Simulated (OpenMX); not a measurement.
HfN:

```
Hf N
1.0
     0.00000    2.25600    2.25600
     2.25600    0.00000    2.25600
     2.25600    2.25600    0.00000
Hf N
1 1
Direct
  0.00000 0.00000 0.00000
  0.50000 0.50000 0.50000
```

| Quantity | Value |
| --- | --- |
| Program | OpenMX 3.8.5 |
| Task | single point |
| Functional | PBE |
| Potentials or basis | OpenMX 2013 PBE set, Hf7.0-s3p2d2f1, N6.0-s2p2d1, grid cutoff 400 Ry |
| k mesh | 11 × 11 × 11 |
| Occupations | fermi-dirac, width 0.05 eV |
| Spin | no spin polarisation |

On this cell: pressure 5.1 GPa; largest force zero by symmetry; band gap on the k mesh none (metal or under the smearing width).

The same run follows on a disturbed copy (atoms moved at random, drawn with an rms of 0.05 Å):

```
Hf N
1.0
     0.00000    2.25600    2.25600
     2.25600    0.00000    2.25600
     2.25600    2.25600    0.00000
Hf N
1 1
Cartesian
  -0.0046 0.0271 0.0837
  2.2932 2.2570 2.2327
```

Question: What does the disturbed cell give?

Answer: The energy (extrapolated to zero smearing) moves by +44.2 meV/atom; pressure 7.1 GPa; largest force 1.479 eV/Å; band gap on the k mesh none (metal or under the smearing width).

Forces on the atoms (eV/Å):
```
Hf   0.536 -0.325 -1.340
N   -0.535  0.327  1.338
```

Caveats: the basis of atomic orbitals isn't converged, which shifts pressures, moduli and gaps.
